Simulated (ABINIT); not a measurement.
Runs of ABINIT 10.8.3 (patched build) on Gd. Symmetry: P6_3/mmc, No. 194, hexagonal system. Conventional cell: a = 3.636 Å, b = 3.636 Å, c = 5.783 Å, α = 90.00°, β = 90.00°, γ = 120.00°. Gd (site symmetry -6m2) is surrounded by 12 Gd at 3.57 to 3.64 Å. 

| level | potentials or basis | k mesh | cutoff (eV) | fine-grid cutoff | mesh quality | gap on the mesh (eV) | pressure (GPa) | moment (μB) |
| --- | --- | --- | --- | --- | --- | --- | --- | --- |
| LDA | JTH PAW LDA v2.0 | 3 × 3 × 2 | 680 | 1278.94 eV | coarse | none | (b) | (a) |
| PBEsol | JTH PAW PBE v2.0 | 3 × 3 × 2 | 680 | 1278.94 eV | coarse | none | -3.3 | 15.53 |
| PBE | JTH PAW PBE v2.0 | 3 × 3 × 2 | 680 | 1278.94 eV | coarse | none | -1.0 | 15.53 |
| PBEsol | JTH PAW PBE v2.0 | 5 × 5 × 3 | 680 | 1278.94 eV | coarse | none | -1.5 | 15.30 |
| r2SCAN | Ansatz PAW PBE default generated set, frozen core | 8 × 8 × 5 | 490 | 979.61 eV | not flagged | none | - | 15.88 |
| r2SCAN | JTH PAW PBE v2.0 | 8 × 8 × 5 | 653 | 1251.72 eV | not flagged | none | - | 15.87 |
| PBE | JTH PAW PBE v2.0 | 8 × 8 × 5 | 544 | 1088.46 eV | not flagged | none | 0.6 | 15.26 |
| PBE | JTH PAW PBE v2.0 | 5 × 5 × 3 | 680 | 1278.94 eV | coarse | none | 0.9 | 15.31 |
| LDA | JTH PAW LDA v2.0 | 5 × 5 × 3 | 680 | 1278.94 eV | coarse | none | -3.5 | 15.17 |

Alike in all rows: task single point; spin collinear, ferromagnetic start; cell as given; smearing fermi-dirac 0.05 eV.

Fill in the values left out.

(a) 15.41; (b) -5.2.

Caveats: some runs use coarse meshes; spin-orbit coupling is left out, which moves the levels of the heavy elements; the PAW data sets were made with another functional, which shifts forces and pressure a little (some runs).

A k mesh can miss the band edges, and the runs leave out spin-orbit coupling on Gd.

A gap of «none» marks a metal or a gap under the smearing width.

Not every run made on this cell is shown here.
